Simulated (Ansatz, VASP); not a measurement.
Two plane-wave programs on CaO

File POSCAR:

```
CaO
1.0
    2.9274739900     -0.0904117310     -0.0904117310
   -0.0904117310      2.9274739900     -0.0904117310
   -0.0904117310     -0.0904117310      2.9274739900
Ca O
1 1
Direct
    0.0000000000      0.0000000000      0.0000000000
    0.5000000000      0.5000000000      0.5000000000
```

The input INCAR.step1:

```
PREC = Accurate
ENCUT = 520
ISMEAR = 0
SIGMA = 0.01
LREAL = False
LASPH = True
NELM = 60
NBANDS = 15
GGA = PE
ALGO = Normal
EDIFF = 1E-4
LWAVE = True
LCHARG = False
```

The input INCAR.step2:

```
PREC = Accurate
ENCUT = 520
EDIFF = 1E-6
ISMEAR = 0
SIGMA = 0.01
LREAL = False
LASPH = True
NELM = 60
ALGO = Normal
ISIF = 2
LWAVE = False
LCHARG = False
METAGGA = R2SCAN
LMIXTAU = True
NBANDS = 15
ISTART = 1
```

File KPOINTS:

```
Automatic mesh
0
Gamma
  8 8 8
```

Input for Ansatz:

```yaml
crystal:
  lattice:
    - [2.92747399, -0.090411731, -0.090411731]
    - [-0.090411731, 2.92747399, -0.090411731]
    - [-0.090411731, -0.090411731, 2.92747399]
  atoms:
    - { symbol: Ca, position: [0.0, 0.0, 0.0] }
    - { symbol: O, position: [0.5, 0.5, 0.5] }
kpoints:
  mp_grid: { grid: [8, 8, 8] }
  band_path:
    path: [[0.0, 0.0, 0.0], [0.0, 0.5, 0.0], [0.5, 0.5, 0.0], [0.5, 0.5, 0.5]]
    npoints: 1
hamiltonian:
  xc: r2scan
scf:
  occupations: { method: fixed }
  n_extra_bands: 4
output:
  forces: true
  stress: true
  eigenvalues: true
```

Change from the starting cell: epitaxial_111 strain +4.0%.

Alike in both runs: task single point; functional r2SCAN; k mesh 8 × 8 × 8; no spin polarisation.

|  | VASP | Ansatz |
| --- | --- | --- |
| version | VASP 6.6.1 | Ansatz 0.2.0 |
| potentials or method | VASP PAW PBE potentials, release 64 (Ca_sv, O) | plane waves, PAW |
| plane-wave cutoff (eV) | 520 | 500 |
| occupations | gaussian, width 0.01 eV | fixed |
| valence electrons in the cell | 16 | 16 |

|  | VASP | Ansatz | Ansatz less VASP |
| --- | --- | --- | --- |
| gap on the k mesh at the Fermi level (eV) | 3.40 | 3.40 | 0.000 |
| pressure (GPa) | -0.2 | -1.2 | -1.05 |
| largest component of the traceless stress (GPa) | 0.87 | 0.60 | -0.269 |

Caveats: the PAW data sets were made with another functional, which shifts forces and pressure a little (VASP). A k mesh can miss the band edges.
